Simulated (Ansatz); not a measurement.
**ZnO: energy and pressure over a range of volumes**

How stiff is ZnO, and at what volume does the pressure vanish? The cell is scaled evenly, atoms carried along, and solved with LAPW, PAW and all-electron datasets made for the crystal.

Computed with Ansatz 0.2.0 (DFT PBE, scalar-relativistic, unless a step's input says otherwise).

## (1) Starting point

It takes space group P6_3mc (No. 186, hexagonal). The conventional cell has a = 3.249 Å, b = 3.249 Å, c = 5.204 Å, α = 90.00°, β = 90.00°, γ = 120.00°. Around Zn (site symmetry 3m) lie 4 O at 1.97 to 1.99 Å. O (site symmetry 3m) is surrounded by 4 Zn at 1.97 to 1.99 Å.

As a file:

```cif
data_structure
_symmetry_space_group_name_H-M 'P 1'
_symmetry_Int_Tables_number 1
_cell_length_a 3.2494
_cell_length_b 3.2494
_cell_length_c 5.2038
_cell_angle_alpha 90.000
_cell_angle_beta 90.000
_cell_angle_gamma 120.000
_cell_volume 47.58
loop_
_atom_site_label
_atom_site_type_symbol
_atom_site_fract_x
_atom_site_fract_y
_atom_site_fract_z
_atom_site_occupancy
Zn1 Zn 0.33333 0.66667 0.00000 1
Zn2 Zn 0.66667 0.33333 0.50000 1
O1 O 0.33333 0.66667 0.38210 1
O2 O 0.66667 0.33333 0.88210 1
```

Atoms are numbered in the order of the input: Zn1, Zn2, O3, O4.

## (2) Volume × 0.94, LAPW

Contents of input.yaml:

```yaml
crystal:
  lattice:
    - [3.1830658516, 0.0, 0.0]
    - [-1.5915329258, 2.7566158894, 0.0]
    - [0.0, 0.0, 5.0975701925]
  atoms:
    - { symbol: Zn, position: [0.3333333333, 0.6666666667, 0.0] }
    - { symbol: Zn, position: [0.6666666667, 0.3333333333, 0.5] }
    - { symbol: O, position: [0.3333333333, 0.6666666667, 0.3821] }
    - { symbol: O, position: [0.6666666667, 0.3333333333, 0.8821] }
kpoints:
  mp_grid: { grid: [11, 11, 6] }
  band_path:
    path:
      - [0.0, 0.0, 0.0]
      - [0.5, 0.0, 0.0]
      - [0.3333333333, 0.3333333333, 0.0]
      - [0.0, 0.0, 0.0]
      - [0.0, 0.0, 0.5]
      - [0.5, 0.0, 0.5]
      - [0.3333333333, 0.3333333333, 0.5]
      - [0.0, 0.0, 0.5]
      - [0.5, 0.0, 0.5]
    npoints: 5
scf:
  occupations: { method: fermi_dirac, width: 0.02 }
hamiltonian:
  xc: pbe
  pseudopotentials: { kind: all_electron, lapw: { basis_error: 0.0005 } }
output:
  forces: true
  stress: true
  eigenvalues: true
```

Started as:

```console
> ansatz run input.yaml --threads 1 --pin off --max-ram 4096MiB --backend cpu --events-out ev --progress --plain --runs-dir out
```

The log of the run, cut to the lines that bear on the results:

```text
LAPW: plane waves up to 11.263 Å⁻¹, error target 5.0e-4 eV per atom; small_component_spin mean_spin; O in spheres of 0.868 Å, 8 of its electrons in bands, Dirac shells []; Zn in spheres of 1.065 Å, 20 of its electrons in bands, Dirac shells []
[...]
Pseudopotentials: kind: all_electron
Pseudopotential: Zn, LAPW, valence charge 20, Koelling and Harmon's equation, gaussian nucleus
Pseudopotential: O, LAPW, valence charge 8, Koelling and Harmon's equation, gaussian nucleus
Functional definition: PBE
[...]
Crystal: 4 atoms, lattice volume = 44.729 Å³
Basis set: ecut = 483.2839718072267 eV, 1087 PW (Γ), exchange–correlation at level 2
[...]
NSCF: frozen V_eff on 41 k-points
SCF converged after 9 iterations
Free energy (F): -101843.370432 eV
[...]
E sigma→0 (E₀):  -101843.370432 eV
Fermi energy:    10.619768 eV
[...]
--- Forces (eV/Å), atoms counted from 1 ---
  atom   1  Zn     0.00000000     0.00000000     0.03366241
  atom   2  Zn     0.00000000    -0.00000000     0.03366241
  atom   3  O      0.00000000     0.00000000    -0.03367149
  atom   4  O      0.00000000    -0.00000000    -0.03367149
[...]
--- Stress (GPa, compression-positive) ---
       15.457608      -0.000000       0.000000
       -0.000000      15.457608       0.000000
        0.000000       0.000000      15.469932
  P = ⅓ Tr σ = 15.4617 GPa (154.617 kbar)
--- Band table (eV; the first three rows and the last of 64) ---
[...]
```

It took 62 s on 1 thread of Intel Xeon 6975P-C (Granite Rapids), shared host; peak memory 0.62 GiB.

Read from it: pressure 15.46 GPa; gap 0.91 eV, direct at Γ; largest force 0.034 eV/Å.

## (3) Volume × 0.94, PAW

Contents of input.yaml:

```yaml
crystal:
  lattice:
    - [3.1830658516, 0.0, 0.0]
    - [-1.5915329258, 2.7566158894, 0.0]
    - [0.0, 0.0, 5.0975701925]
  atoms:
    - { symbol: Zn, position: [0.3333333333, 0.6666666667, 0.0] }
    - { symbol: Zn, position: [0.6666666667, 0.3333333333, 0.5] }
    - { symbol: O, position: [0.3333333333, 0.6666666667, 0.3821] }
    - { symbol: O, position: [0.6666666667, 0.3333333333, 0.8821] }
kpoints:
  mp_grid: { grid: [11, 11, 6] }
scf:
  occupations: { method: fermi_dirac, width: 0.02 }
hamiltonian:
  xc: pbe
  pseudopotentials: { kind: paw }
output:
  forces: true
  stress: true
  eigenvalues: true
  efg: { contact_densities: true }
  write_density: true
  write_potential: true
  elf: true
  volumetric_format: npy
```

Started as:

```console
> ansatz run input.yaml --threads 1 --pin off --max-ram 4096MiB --backend cpu --events-out ev --progress --plain --runs-dir out
```

The log of the run:

```text
Engine: ansatz 0.2.0
Pseudopotentials: kind: paw
Pseudopotential: Zn, paw, valence charge 12, recommended cutoff 420 eV (normal)
Pseudopotential: O, paw, valence charge 6, recommended cutoff 420 eV (normal)
[... 1 set-up line as earlier in the session ...]
  parameter kappa = 0.804
  parameter beta = 0.06672455060314922
  exchange = pbe_x(kappa = kappa, mu = beta*pi^2/3)
  correlation = pbe_c(beta = beta)
Crystal: 4 atoms, lattice volume = 44.729 Å³
Basis set: ecut = 420 eV, 857 PW (Γ), exchange–correlation on 48×48×72 points (8 copies of the dense FFT grid, shifted against one another)
Bands: 22, of which v1, the nominal top of the filled ones, is band 18 counted from 1 (17 counted from 0)
Symmetry: 12 space group operations
Space group: P63mc (ITA 186), of the structure as read, at distance tolerance 3.5e-5 Å
k-points: 64 of 726 (time reversal used)
Non-local potential: Zn, projectors of the file, l = 0: 2, l = 1: 2, l = 2: 3, l = 3: 1
Non-local potential: O, projectors of the file, l = 0: 2, l = 1: 2, l = 2: 1
PAW form: soft (Blöchl's): semilocal exchange-correlation on the pseudo side does not see the compensation charge
PAW one-centre angular grid: Zn, 590 points (default); XC on 64 Gauss nodes
PAW one-centre angular grid: O, 110 points (default); XC on 64 Gauss nodes
Initial density: superposition of atomic densities (neutral atoms: chi_scale 0, normalization atom), corrected by the library's trained network
Initial wavefunctions: pseudopotential atomic-orbital guess
Functional: x = pbe(κ = 0.804, μ = 0.2195149727645171), c = pbe(β = 0.06672455060314922)
SCF iter   1: F=—  HF=-7773.487570 eV  |F-HF|=—  |Δ(HF+E_count)|=         —  Δρ=9.06e-4  dr2=1.43e-4  ethr=1.77e-3  ⟨swp⟩=6.1  Hψ=6578  notcnv=0
preconditioner: auto → Resta (q_TF=auto, 2.631 Å⁻¹)  ε∞=7.4  [insulator: Δε(μ)=0.896 eV  Ē_g=13.134 eV  σ=0.020 eV  W_gap=1.00  n_scr=22 (ndim 8)  ℏωp=33.3 eV  f_vac=0.028  D(μ)=0.00/eV (n_scr^D=0)  ε∞_Penn≈7.4]
SCF iter   2: F=—  HF=-7773.488603 eV  |F-HF|=—  |Δ(HF+E_count)|=   1.03e-3  Δρ=4.30e-4  dr2=2.79e-5  ethr=3.98e-7  ⟨swp⟩=2.5  Hψ=3383  notcnv=0
SCF iter   3: F=—  HF=-7773.488767 eV  |F-HF|=—  |Δ(HF+E_count)|=   1.64e-4  Δρ=2.51e-4  dr2=1.32e-5  ethr=7.76e-8  ⟨swp⟩=2.0  Hψ=2419  notcnv=0
SCF iter   4: F=—  HF=-7773.488812 eV  |F-HF|=—  |Δ(HF+E_count)|=   4.51e-5  Δρ=9.13e-5  dr2=2.68e-6  ethr=3.68e-8  ⟨swp⟩=2.0  Hψ=2534  notcnv=0
SCF iter   5: F=—  HF=-7773.488812 eV  |F-HF|=—  |Δ(HF+E_count)|=   3.22e-7  Δρ=2.82e-5  dr2=3.22e-7  ethr=7.44e-9  ⟨swp⟩=2.3  Hψ=2339  notcnv=0
SCF iter   6: F=-7773.488812 eV  HF=-7773.488812 eV  |F-HF|=2.30e-8  |Δ(HF+E_count)|=   4.33e-7  Δρ=1.43e-5  dr2=5.50e-8  ethr=2.78e-10  ⟨swp⟩=9.0  Hψ=10389  notcnv=0
SCF 1 converged in 6 iterations: F = -7773.488812 eV  dr2 = 5.50e-8
SCF converged after 6 iterations
Free energy (F): -7773.488812 eV
Harris-Foulkes:  -7773.488812 eV  (|F-HF|=2.30e-8)
Internal energy: -7773.488812 eV  (E = F + TS)
E sigma→0 (E₀):  -7773.488812 eV
Fermi energy:    8.655560 eV
--- Per-component energies (eV) ---
  E_band       = 92.644247
  E_kinetic    = 615.607592
  E_local      = -3908.696621  (includes V_loc(G=0)·N_el)
  E_nonlocal   = 1335.804938
  E_hartree    = 1610.119877
  E_xc         = -421.432054
  E_vxc        = -291.875904  (∫ρ·V_xc dr)
  E_paw        = -3980.222507  (= ΣΔE_a)
  E_vpaw       = -878.446051  (= ΣTr[D̂ρ^β])
  E_aug_tail   = 0.004266  (compensation charges beyond the density's cutoff)
  E_ewald      = -3024.674303
  E_smearing   = -0.000000  (= −TS)
  E_closure    = 0.000000  (closes the sum)
  Σ components = -7773.488812   (vs F -7773.488812, Δ=0.00e0)
--- Forces (eV/Å), atoms counted from 1 ---
  atom   1  Zn     0.00000000    -0.00000000     0.03303157
  atom   2  Zn     0.00000000     0.00000000     0.03303157
  atom   3  O      0.00000000     0.00000000    -0.03304182
  atom   4  O      0.00000000    -0.00000000    -0.03304182
  max |Σ_I F_I| component: 2.05e-5 eV/Å
--- Stress (GPa, compression-positive) ---
       15.559752       0.000000      -0.000000
        0.000000      15.559752      -0.000000
        0.000000       0.000000      15.578418
  P = ⅓ Tr σ = 15.5660 GPa (155.660 kbar)
--- PAW observables at the nuclei: V_zz in 10²¹ V/m², potentials from the cell's mean, atoms counted from 1 ---
  atom   1  Zn V_zz =    +0.810963   η = 0.0000   by run symmetry: allowed
            electrostatic potential = -3946.051969 V   contact ρ = 166592.602591 e/Å³
  atom   2  Zn V_zz =    +0.810963   η = 0.0000   by run symmetry: allowed
            electrostatic potential = -3946.051969 V   contact ρ = 166592.602591 e/Å³
  atom   3  O  V_zz =    -0.320737   η = 0.0000   by run symmetry: allowed
            electrostatic potential = -624.788266 V   contact ρ = 2156.389786 e/Å³
  atom   4  O  V_zz =    -0.320737   η = 0.0000   by run symmetry: allowed
            electrostatic potential = -624.788266 V   contact ρ = 2156.389786 e/Å³
--- Band table (eV; the first three rows and the last of 64) ---
  k-point 0: bands = ["-10.4055", "-9.5730", "2.1006", "2.1565", "2.1565", "2.2575", "2.3594", "2.3594", "3.5389", "3.5389", "3.7831", "3.7831", "4.0942", "7.3447", "7.3447", "8.0786", "8.2012", "8.2012", "9.0918", "13.6392", "16.6565", "21.3783"]
  k-point 1: bands = ["-10.3529", "-9.6322", "2.0090", "2.1629", "2.1629", "2.1926", "2.3379", "2.3379", "3.5615", "3.5615", "3.7740", "3.7740", "4.3980", "7.4024", "7.4024", "7.5424", "8.1447", "8.1447", "9.7273", "13.3958", "16.8683", "21.3769"]
  k-point 2: bands = ["-10.2071", "-9.7911", "1.8991", "2.0446", "2.1861", "2.1861", "2.2862", "2.2862", "3.6191", "3.6191", "3.7428", "3.7428", "5.0970", "6.7476", "7.5612", "7.5612", "7.9903", "7.9903", "10.7585", "12.7397", "17.4968", "20.0189"]
  k-point 63: bands = ["-9.4290", "-9.4290", "2.0215", "2.0215", "2.4023", "2.4023", "2.9523", "2.9523", "3.5732", "3.5732", "4.1132", "4.1132", "4.3657", "4.3657", "5.3910", "5.3910", "6.8533", "6.8533", "15.8241", "15.8241", "16.8842", "16.8842"]
```

Run time: 4.8 s. Hardware: 1 thread of Intel Xeon 6975P-C (Granite Rapids), shared host; peak memory 0.46 GiB.

Read from it: pressure 15.57 GPa; gap on the k mesh 0.89 eV; largest force 0.033 eV/Å; Vzz Zn1 0.81 (η = 0.00), O3 -0.32 (η = 0.00) (10²¹ V/m²).

## (4) Volume × 0.94, crystal datasets

input.yaml: that of step 3 with these lines changed.

```diff
@@ -16,3 +16,3 @@
   xc: pbe
-  pseudopotentials: { kind: paw }
+  pseudopotentials: { kind: all_electron, datasets: crystal }
 output:
@@ -22,5 +22 @@
   efg: { contact_densities: true }
-  write_density: true
-  write_potential: true
-  elf: true
-  volumetric_format: npy
```

Started as:

```console
> ansatz run input.yaml --threads 1 --pin off --max-ram 4096MiB --backend cpu --events-out ev --progress --plain --runs-dir out
```

The log of the run:

```text
hamiltonian.pseudopotentials.datasets: crystal makes datasets for this crystal and solves the spheres of its atoms anew in each pass: cutoff 480.0 eV, the density's 1920.0 eV; for an error of 0.50 meV an atom under PBE, 2.0 meV for the cell; an energy difference from a run of another recipe may be off by several times the error for the cell, under r2SCAN by more, where some 0.1 meV an atom stays at smaller errors; O in spheres of 0.884 Å, 6 of its electrons in bands; Zn in spheres of 1.042 Å, 12 of its electrons in bands, 8 on its site; only band paths and densities of states list, in semicore columns, the levels of the semicore shells that are solved separately: 3s of Zn, 3p of Zn
[... 2 set-up lines as earlier in the session ...]
Pseudopotential: Zn, paw, valence charge 20, recommended cutoff 480 eV (normal), Koelling and Harmon's equation, gaussian nucleus
Pseudopotential: O, paw, valence charge 6, recommended cutoff 480 eV (normal), Koelling and Harmon's equation, gaussian nucleus
[... 5 set-up lines as earlier in the session ...]
Crystal: 4 atoms, lattice volume = 44.729 Å³
Basis set: ecut = 480 eV, 1087 PW (Γ), exchange–correlation on 48×48×80 points (8 copies of the dense FFT grid, shifted against one another)
Bands: 22, of which v1, the nominal top of the filled ones, is band 18 counted from 1 (17 counted from 0)
[... 2 set-up lines as earlier in the session ...]
k-points: 64 of 726 (time reversal used)
Non-local potential: Zn, projectors of the file, l = 0: 1, l = 1: 1, l = 2: 2
Non-local potential: O, projectors of the file, l = 0: 1, l = 1: 2
[... 1 set-up line as earlier in the session ...]
PAW one-centre angular grid: Zn, 590 points (default); XC on its mesh's 1833 points in the sphere
PAW one-centre angular grid: O, 110 points (default); XC on its mesh's 1903 points in the sphere
Initial density: superposition of atomic densities (neutral atoms: chi_scale 0, normalization atom)
[... 2 set-up lines as earlier in the session ...]
iter 1 solved again at ethr=3.18e-2 eV; its pass at ethr=1.00e-1 eV (dr2=1.15e1 eV) is discarded
SCF iter   1: F=—  HF=-101846.483531 eV  |F-HF|=—  |Δ(HF+E_count)|=         —  Δρ=1.61e-1  dr2=1.16e1  ethr=3.18e-2  ⟨swp⟩=2.0  Hψ=7166  notcnv=0
preconditioner: auto → Resta (q_TF=auto, 2.631 Å⁻¹)  ε∞=7.5  [insulator: Δε(μ)=1.650 eV  Ē_g=13.065 eV  σ=0.020 eV  W_gap=1.00  n_scr=22 (ndim 8)  ℏωp=33.3 eV  f_vac=0.000  D(μ)=0.00/eV (n_scr^D=0)  ε∞_Penn≈7.5]
iter 2 solved again at ethr=1.53e-3 eV; its pass at ethr=3.18e-2 eV (dr2=5.51e-1 eV) is discarded
SCF iter   2: F=—  HF=-101843.508580 eV  |F-HF|=—  |Δ(HF+E_count)|=    2.97e0  Δρ=4.41e-2  dr2=5.46e-1  ethr=1.53e-3  ⟨swp⟩=2.4  Hψ=6167  notcnv=0  defer=5
SCF iter   3: F=—  HF=-101843.389362 eV  |F-HF|=—  |Δ(HF+E_count)|=   1.19e-1  Δρ=2.55e-2  dr2=1.98e-1  ethr=1.52e-3  ⟨swp⟩=2.0  Hψ=2817  notcnv=0  defer=1
SCF iter   4: F=—  HF=-101843.392209 eV  |F-HF|=—  |Δ(HF+E_count)|=   2.85e-3  Δρ=1.34e-2  dr2=4.51e-2  ethr=5.49e-4  ⟨swp⟩=3.2  Hψ=4474  notcnv=0  defer=1
SCF iter   5: F=—  HF=-101843.365962 eV  |F-HF|=—  |Δ(HF+E_count)|=   2.62e-2  Δρ=3.44e-3  dr2=4.03e-3  ethr=1.25e-4  ⟨swp⟩=3.0  Hψ=3884  notcnv=0  defer=1
SCF iter   6: F=—  HF=-101843.370705 eV  |F-HF|=—  |Δ(HF+E_count)|=   4.74e-3  Δρ=1.06e-3  dr2=4.16e-4  ethr=1.12e-5  ⟨swp⟩=3.0  Hψ=3722  notcnv=0  defer=1
SCF iter   7: F=—  HF=-101843.370893 eV  |F-HF|=—  |Δ(HF+E_count)|=   1.88e-4  Δρ=4.16e-4  dr2=6.46e-5  ethr=1.16e-6  ⟨swp⟩=3.0  Hψ=2942  notcnv=0
SCF iter   8: F=—  HF=-101843.371006 eV  |F-HF|=—  |Δ(HF+E_count)|=   1.13e-4  Δρ=6.78e-5  dr2=1.84e-6  ethr=1.79e-7  ⟨swp⟩=3.0  Hψ=3561  notcnv=0
SCF iter   9: F=-101843.371008 eV  HF=-101843.371008 eV  |F-HF|=2.23e-8  |Δ(HF+E_count)|=   2.13e-6  Δρ=1.70e-5  dr2=9.53e-8  ethr=5.11e-9  ⟨swp⟩=3.0  Hψ=3112  notcnv=0
SCF 1 converged in 9 iterations: F = -101843.371007 eV  dr2 = 9.53e-8
  Residual-converged pass: ⟨swp⟩=3.9  Hψ=3819  notcnv=0  max |occ|·‖R‖ = 6.6e-6 eV (tolerance 6.7e-6 eV)  dr2=9.60e-8  dr2_onsite=4.88e-8  max |Δocc| = 4.8e-16
SCF converged after 9 iterations
Free energy (F): -101843.371007 eV
Harris-Foulkes:  -101843.371006 eV  (|F-HF|=2.23e-8)
Internal energy: -101843.371007 eV  (E = F + TS)
E sigma→0 (E₀):  -101843.371007 eV
Past the cutoff: the bands carry plane waves up to 1.75 times it, of which those up to 1.5 times it add -0.000164 eV an atom, each by itself; the spheres take 0.000219 eV an atom off the energy for waves past 1.75 times it
By the cutoff:   a pressure is off by up to 0.008 GPa (1.2 times the spheres' own share and the shells' term, over an atom's volume, and 0.004 GPa: a bound that held against runs at twice the plane waves)
Past the cutoffs: a stress includes 0.0028 GPa for waves and charges beyond them, in addition to the slope of what the spheres take
In the spheres:  the bands' charges fall short by 7.9e-7 e at most (sound up to 1e-3), those of shells solved beside the bands by 8.8e-8 e (sound up to 5e-4)
Fermi energy:    10.619735 eV
--- Per-component energies (eV) ---
  The terms above E_closure are by the made datasets' own strengths, without shells solved beside the bands.
--- Forces (eV/Å), atoms counted from 1 ---
  atom   1  Zn     0.00000000    -0.00000000     0.03364260
  atom   2  Zn     0.00000000     0.00000000     0.03364260
  atom   3  O     -0.00000000     0.00000000    -0.03364179
  atom   4  O      0.00000000    -0.00000000    -0.03364179
  max |Σ_I F_I| component: 1.60e-6 eV/Å
--- Stress (GPa, compression-positive) ---
       15.456943       0.000000       0.000000
        0.000000      15.456943       0.000000
        0.000000       0.000000      15.469025
  P = ⅓ Tr σ = 15.4610 GPa (154.610 kbar)
  It holds what live shells' own plane waves past their cutoff add
--- PAW observables at the nuclei: V_zz in 10²¹ V/m², potentials from the cell's mean, atoms counted from 1 ---
  atom   1  Zn V_zz =    +0.813698   η = 0.0000   by run symmetry: allowed
            electrostatic potential = -3945.761950 V   contact ρ = 166663.843245 e/Å³
  atom   2  Zn V_zz =    +0.813698   η = 0.0000   by run symmetry: allowed
            electrostatic potential = -3945.761950 V   contact ρ = 166663.843245 e/Å³
  atom   3  O  V_zz =    -0.313483   η = 0.0000   by run symmetry: allowed
            electrostatic potential = -624.837422 V   contact ρ = 2156.900582 e/Å³
  atom   4  O  V_zz =    -0.313483   η = 0.0000   by run symmetry: allowed
            electrostatic potential = -624.837422 V   contact ρ = 2156.900582 e/Å³
--- Band table (eV; the first three rows and the last of 64) ---
  k-point 0: bands = ["-8.4336", "-7.6033", "4.0711", "4.1073", "4.1073", "4.2082", "4.3097", "4.3097", "5.4795", "5.4795", "5.7239", "5.7239", "6.0388", "9.3010", "9.3010", "10.0347", "10.1553", "10.1553", "11.0660", "15.6101"]
  k-point 1: bands = ["-8.3810", "-7.6621", "3.9763", "4.1140", "4.1140", "4.1446", "4.2885", "4.2885", "5.5021", "5.5021", "5.7147", "5.7147", "6.3453", "9.3591", "9.3591", "9.5005", "10.0994", "10.0994", "11.6997", "15.3675"]
  k-point 2: bands = ["-8.2354", "-7.8204", "3.8606", "3.9988", "4.1370", "4.1370", "4.2369", "4.2369", "5.5597", "5.5597", "5.6835", "5.6835", "7.0477", "8.7034", "9.5176", "9.5176", "9.9454", "9.9454", "12.7310", "14.7123"]
  k-point 63: bands = ["-7.4590", "-7.4590", "3.9812", "3.9812", "4.3575", "4.3575", "4.9045", "4.9045", "5.5149", "5.5149", "6.0556", "6.0556", "6.3147", "6.3147", "7.3472", "7.3472", "8.8131", "8.8131", "17.7905", "17.7905"]
```

It took 19 s on 1 thread of Intel Xeon 6975P-C (Granite Rapids), shared host; peak memory 0.94 GiB.

This run gives: pressure 15.46 GPa; gap on the k mesh 0.91 eV; largest force 0.034 eV/Å; Vzz Zn1 0.81 (η = 0.00), O3 -0.31 (η = 0.00) (10²¹ V/m²).

## (5) Volume × 0.98, LAPW

Contents of input.yaml:

```yaml
crystal:
  lattice:
    - [3.2275900217, 0.0, 0.0]
    - [-1.6137950108, 2.7951749517, 0.0]
    - [0.0, 0.0, 5.1688741155]
  atoms:
    - { symbol: Zn, position: [0.3333333333, 0.6666666667, 0.0] }
    - { symbol: Zn, position: [0.6666666667, 0.3333333333, 0.5] }
    - { symbol: O, position: [0.3333333333, 0.6666666667, 0.3821] }
    - { symbol: O, position: [0.6666666667, 0.3333333333, 0.8821] }
kpoints:
  mp_grid: { grid: [11, 11, 6] }
  band_path:
    path:
      - [0.0, 0.0, 0.0]
      - [0.5, 0.0, 0.0]
      - [0.3333333333, 0.3333333333, 0.0]
      - [0.0, 0.0, 0.0]
      - [0.0, 0.0, 0.5]
      - [0.5, 0.0, 0.5]
      - [0.3333333333, 0.3333333333, 0.5]
      - [0.0, 0.0, 0.5]
      - [0.5, 0.0, 0.5]
    npoints: 5
scf:
  occupations: { method: fermi_dirac, width: 0.02 }
hamiltonian:
  xc: pbe
  pseudopotentials: { kind: all_electron, lapw: { basis_error: 0.0005 } }
output:
  forces: true
  stress: true
  eigenvalues: true
```

Started as:

```console
> ansatz run input.yaml --threads 1 --pin off --max-ram 4096MiB --backend cpu --events-out ev --progress --plain --runs-dir out
```

The log of the run, cut to the lines that bear on the results:

```text
LAPW: plane waves up to 11.096 Å⁻¹, error target 5.0e-4 eV per atom; small_component_spin mean_spin; O in spheres of 0.881 Å, 8 of its electrons in bands, Dirac shells []; Zn in spheres of 1.079 Å, 20 of its electrons in bands, Dirac shells []
[...]
[... 2 set-up lines as earlier in the session ...]
[...]
  atom   1  Zn    -0.00000000     0.00000000     0.03238448
  atom   2  Zn     0.00000000    -0.00000000     0.03238448
  atom   3  O     -0.00000000     0.00000000    -0.03239612
  atom   4  O      0.00000000    -0.00000000    -0.03239612
[...]
--- Stress (GPa, compression-positive) ---
        7.944338      -0.000000      -0.000000
       -0.000000       7.944338      -0.000000
       -0.000000      -0.000000       8.159467
  P = ⅓ Tr σ = 8.0160 GPa (80.160 kbar)
--- Band table (eV; the first three rows and the last of 64) ---
[...]
```

It took 59 s on 1 thread of Intel Xeon 6975P-C (Granite Rapids), shared host; peak memory 0.62 GiB.

Read from it: pressure 8.02 GPa; gap 0.85 eV, direct at Γ; largest force 0.032 eV/Å.

[end of part 1 of 3]
